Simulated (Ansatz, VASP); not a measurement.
Two plane-wave programs on As

```xyz
3
Lattice="4.0623 0.0000 0.0000 0.0000 4.0623 0.0000 0.0000 0.0000 4.0623" Properties=species:S:1:pos:R:3 pbc="T T T"
As    2.0311    0.0000    0.0000
As    0.0000    2.0311    0.0000
As    0.0000    0.0000    2.0311
```

Alike in both runs: task relaxation of cell and atoms; functional PBE; k mesh 12 × 12 × 12; occupations gaussian, width 0.1 eV; no spin polarisation.

|  | VASP | Ansatz |
| --- | --- | --- |
| version | VASP 6.6.1 | Ansatz 0.2.0 |
| potentials or method | VASP PAW PBE potentials, release 64 (As) | scalar-relativistic, plane waves, PAW |
| plane-wave cutoff (eV) | 600 | 420 |
| valence electrons in the cell | 15 | 45 |

|  | VASP | Ansatz | Ansatz less VASP |
| --- | --- | --- | --- |
| gap on the k mesh at the Fermi level, each at its own relaxed structure (eV) | none | none | - |
| relaxed volume (Å³/atom) | 21.98 | 21.96 | -0.018 |
| relaxed cell length with the largest relative difference (Å) | 4.040 | 4.039 | -0.0011 |
| energy change over the relaxation (meV/atom) | -1 | -1 | -0.2 |

A gap of «none» marks a metal or a gap that the smearing closes. The two sets of potentials don't hold the same shells in valence.
